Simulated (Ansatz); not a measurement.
Runs of Ansatz 0.2.0 on Ru. Symmetry: P6_3/mmc, No. 194, hexagonal system. The conventional cell has a = 2.706 Å, b = 2.706 Å, c = 4.282 Å, α = 90.00°, β = 90.00°, γ = 120.00°. Around Ru (site symmetry -6m2) lie 12 Ru at 2.65 to 2.71 Å. 

```tsv
task	level	spin	cell	k mesh	cutoff (eV)	smearing	points for each segment of the path	atoms under strain	gap on the mesh (eV)	pressure (GPa)	relaxed volume (Å³/atom)
single point	PBE	off	as given	11 × 11 × 6	420	gaussian 0.024 eV	-	-	none	4.5	-
relaxation of cell and atoms	RPBE+D3(BJ)	off	relaxed	11 × 11 × 6	420	fermi-dirac 0.05 eV	-	-	none	0.0	12.38
relaxation of cell and atoms	BLYP+D3(BJ)	off	relaxed	11 × 11 × 6	420	fermi-dirac 0.05 eV	-	-	-	0.0	13.61
relaxation of cell and atoms	LDA	off	relaxed	11 × 11 × 6	420	fermi-dirac 0.05 eV	-	-	-	0.0	13.09
relaxation of cell and atoms	revPBE+D3(BJ)	off	relaxed	11 × 11 × 6	420	fermi-dirac 0.05 eV	-	-	none	0.0	13.29
band structure	r2SCAN	SOC, no magnetisation	as given	8 × 8 × 5	500	fermi-dirac 0.05 eV	14	-	none	(a)	-
relaxation of cell and atoms	PBEsol+D4	off	relaxed	11 × 11 × 6	420	fermi-dirac 0.05 eV	-	-	-	0.0	13.19
single point	PBE	off	as given	11 × 11 × 6	420	gaussian 0.016 eV	-	-	none	4.5	-
elastic constants	LDA	off	as given	8 × 8 × 5	420	fermi-dirac 0.05 eV	-	clamped	none	-12.8	-
single point	PBE	off	as given	11 × 11 × 6	420	gaussian 0.022 eV	-	-	none	4.5	-
relaxation of cell and atoms	PBEsol	off	relaxed	11 × 11 × 6	420	fermi-dirac 0.05 eV	-	-	none	0.0	(b)
```

Alike in all rows: potentials or basis Ansatz PAW.

Question: Fill in the values left out.

Answer: (a) -2.4; (b) 13.32.

Caveats: the PAW data sets come from PBE, with cores solved anew for the run's functional, which leaves a small shift of forces and pressure (some runs); the plane-wave basis is chosen anew once the cell has moved, so the energies of steps on either side of that aren't comparable (some runs); pairwise dispersion overbinds metals, which lowers pressure and volume (some runs); the cell is more than 3 GPa from zero pressure, which shifts response properties (some runs); elastic constants of metals need much finer meshes, so these are rough (some runs).

A k mesh can miss the band edges, and rows without SOC leave out spin-orbit coupling on Ru.

A gap of «none» marks a metal or a gap under the smearing width.
